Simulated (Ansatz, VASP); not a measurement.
## C: VASP beside Ansatz

POSCAR

```
C
1.0
    0.0000000000      1.8303127280      1.6838877097
    1.8303127280      0.0000000000      1.6838877097
    1.8303127280      1.8303127280      0.0000000000
C
2
Direct
    0.5000000000      0.5000000000      0.5000000000
    0.7500000000      0.7500000000      0.7500000000
```

INCAR.step1

```
SYSTEM = C
PREC = Accurate ; ENCUT = 520
ISMEAR = 0 ; SIGMA = 0.05
LREAL = .FALSE. ; LASPH = .TRUE.
NELM = 80 ; NBANDS = 11
GGA = PE ; ALGO = Normal
EDIFF = 1E-4 ; LWAVE = .TRUE.
LCHARG = .FALSE.
```

INCAR.step2

```
SYSTEM = C
PREC = Accurate ; ENCUT = 520
EDIFF = 1E-6 ; ISMEAR = 0
SIGMA = 0.05 ; LREAL = .FALSE.
LASPH = .TRUE. ; NELM = 80
ALGO = Normal ; ISIF = 2
LWAVE = .FALSE. ; LCHARG = .FALSE.
METAGGA = R2SCAN ; LMIXTAU = .TRUE.
NBANDS = 11 ; ISTART = 1
```

Contents of KPOINTS:

```
regular mesh
0
G
  12 12 12
  0 0 0
```

Input for Ansatz:

```yaml
crystal:
  lattice:
    - [0.0, 1.830312728, 1.6838877097]
    - [1.830312728, 0.0, 1.6838877097]
    - [1.830312728, 1.830312728, 0.0]
  atoms:
    - { symbol: C, position: [0.5, 0.5, 0.5] }
    - { symbol: C, position: [0.75, 0.75, 0.75] }
basis:
  ecutwfc: 500
kpoints:
  mp_grid: { grid: [12, 12, 12] }
hamiltonian:
  xc: r2scan
scf:
  occupations: { method: gaussian, width: 0.05 }
output:
  forces: true
  stress: true
  eigenvalues: true
```

Alike in both runs: task single point; functional r2SCAN; k mesh 12 × 12 × 12; occupations gaussian, width 0.05 eV; no spin polarisation.

|  | VASP | Ansatz |
| --- | --- | --- |
| version | VASP 6.6.1 | Ansatz 0.2.0 |
| potentials or method | VASP PAW PBE potentials, release 64 (C) | scalar-relativistic, plane waves, PAW |
| plane-wave cutoff (eV) | 520 | 500 |
| valence electrons in the cell | 8 | 8 |

```tsv
	VASP	Ansatz	Ansatz less VASP
gap on the k mesh at the Fermi level (eV)	2.21	2.24	+0.029
least direct gap on the mesh (eV)	4.38	4.42	+0.045
pressure (GPa)	1.3	0.2	-1.10
largest component of the traceless stress (GPa)	50.17	50.26	+0.085
```

Caveats: the PAW data sets were made with another functional, which shifts forces and pressure a little (VASP).
